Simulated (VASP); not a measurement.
A convergence study with VASP on InN (wurtzite): one setting is varied, all else stays as given below, so the limit is that of these other settings.

```
InN
1.0
    1.77000    -3.06573     0.00000
    1.77000     3.06573     0.00000
    0.00000     0.00000     5.70000
In N
2 2
Direct
  0.66667   0.33333   0.50000
  0.33333   0.66667   0.00000
  0.66667   0.33333   0.87900
  0.33333   0.66667   0.37900
```

Calculation: PBE GGA, VASP's PBE PAW potentials (set 64) (plane waves; VASP 6.6.1). The tightest run used: 700 eV cut-off, 16×16×10 Γ-centred mesh, Gaussian smearing of 0.050 eV, potentials In_d N.

The reference is 16×16×10 mesh, which took about 4 core-minutes. Costs are core time on shared hosts, one run each; read them as rough ratios.

Of the settings 1×1×1 mesh; 2×2×1 mesh; 3×3×2 mesh; 4×4×2 mesh; 5×5×3 mesh; 6×6×4 mesh; 7×7×4 mesh; 8×8×5 mesh; 9×9×6 mesh; 10×10×6 mesh; 11×11×7 mesh; 12×12×8 mesh; 13×13×8 mesh; 14×14×9 mesh; 15×15×9 mesh; 16×16×10 mesh, which is the lowest that keeps the difference from the reference in E (eV/atom) within 0.01 from there on, and what does it cost?

5×5×3 mesh; its cost over the reference is about 1/10.
| setting | difference in E (eV/atom) | cost over the reference |
|---|---|---|
| 1×1×1 mesh | 3.1832 | about 1/20 |
| 2×2×1 mesh | 0.2379 | about 1/20 |
| 3×3×2 mesh | 0.0654 | about 1/10 |
| 4×4×2 mesh | 0.0169 | about 1/10 |
| 5×5×3 mesh | 0.0057 | about 1/10 |
| 6×6×4 mesh | 0.0018 | about 1/6 |
| 7×7×4 mesh | 0.0009 | about 1/5 |
| 8×8×5 mesh | 0.0004 | about 1/4 |
| 9×9×6 mesh | 0.0002 | about 1/3 |
| 10×10×6 mesh | 0.0001 | about 1/2 |
| 11×11×7 mesh | 0.0001 | within a factor of 2 |
| 12×12×8 mesh | 0.0000 | within a factor of 2 |
| 13×13×8 mesh | 0.0000 | within a factor of 2 |
| 14×14×9 mesh | 0.0000 | within a factor of 2 |
| 15×15×9 mesh | 0.0000 | within a factor of 2 |
| 16×16×10 mesh | 0.0000 | reference |

Left out are rungs that failed or repeat a setting and relaxations that didn't move; long series are thinned to 24 rows.

The compound is InN in the wurtzite structure. The cell was not relaxed at this level, forces remain on its atoms.
